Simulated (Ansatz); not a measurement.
Runs of Ansatz 0.2.0 on Au. It takes space group Pm-3m (No. 221, cubic). Conventional cell: a = 2.748 Å, b = 2.748 Å, c = 2.748 Å, α = 90.00°, β = 90.00°, γ = 90.00°. Au (site symmetry m-3m) is surrounded by 6 Au at 2.75 Å. The cell was built by a generator and needn't be a form met in nature.

```tsv
task	level	cell	k mesh	cutoff (eV)	smearing	mesh quality	gap on the mesh (eV)	pressure (GPa)	relaxed volume (Å³/atom)
single point	PBE	as given	10 × 10 × 10	420	gaussian 0.023 eV	not flagged	none	0.2	-
single point	r2SCANh	as given	5 × 5 × 5	500	fermi-dirac 0.05 eV	coarse	none	-	-
relaxation of cell and atoms	RPBE+D3(BJ)	relaxed	10 × 10 × 10	420	fermi-dirac 0.05 eV	not flagged	none	0.0	(a)
relaxation of cell and atoms	revPBE+D3(BJ)	relaxed	10 × 10 × 10	420	fermi-dirac 0.05 eV	not flagged	none	0.0	19.73
relaxation of cell and atoms	revPBE	relaxed	10 × 10 × 10	420	fermi-dirac 0.05 eV	not flagged	none	0.0	(b)
relaxation of cell and atoms	BLYP	relaxed	10 × 10 × 10	420	fermi-dirac 0.05 eV	not flagged	none	0.0	22.37
single point	PBE	as given	10 × 10 × 10	420	gaussian 0.019 eV	not flagged	none	0.2	-
relaxation of cell and atoms	revPBE+D4	relaxed	10 × 10 × 10	420	fermi-dirac 0.05 eV	not flagged	none	0.0	19.94
```

Alike in all rows: potentials or basis Ansatz PAW; no spin polarisation.

Fill in the values left out.

(a) 17.26; (b) 21.30.

Caveats: some runs use coarse meshes; the PAW data sets come from PBE, with cores solved anew for the run's functional, which leaves a small shift of forces and pressure (some runs); the potentials were made for another functional, which shifts forces and pressure (some runs); the plane-wave basis is chosen anew once the cell has moved, so the energies of steps on either side of that aren't comparable (some runs); pairwise dispersion overbinds metals, which lowers pressure and volume (some runs); the volume moved by over 15 % at a fixed basis, so the end points are rough (some runs).

A k mesh can miss the band edges, and the runs leave out spin-orbit coupling on Au.

A gap of «none» marks a metal or a gap under the smearing width.

Not every run made on this cell is shown here.
